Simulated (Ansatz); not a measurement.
Seebeck coefficient (μV/K, mean over directions) of p-type BaSnO$_{3}$ (Pm-3m) against carrier density, Ansatz (a program for electronic structure) with PBEsol, rigid bands. Computed gap 0.86 eV; densities at which minority carriers matter at this gap, or further valleys turn the trend, are left out. Conductivity mass 1.91 mₑ (harmonic mean over directions), N_v = 4.1e20 cm⁻³ at 300 K.

```
hole density  300 K  500 K
------------  -----  -----
1e17 cm⁻³       930    985
1e18 cm⁻³       731    787
3e18 cm⁻³       637    692
1e19 cm⁻³       533      ?
3e19 cm⁻³       439    494
1e20 cm⁻³         ?    390
3e20 cm⁻³       245    297
1e21 cm⁻³       149      ?
```

Complete the blanks.


- 1e19 cm⁻³, 500 K: 588
- 1e20 cm⁻³, 300 K: 336
- 1e21 cm⁻³, 500 K: 196

Rigid bands with a gap fixed in temperature, one relaxation time for all states, no polarons or phonon drag, and whether or not such doping can be reached. Spin-orbit coupling is left out; where it splits the top of the valence band, N_v and the p-type Seebeck coefficient come out somewhat high without it.
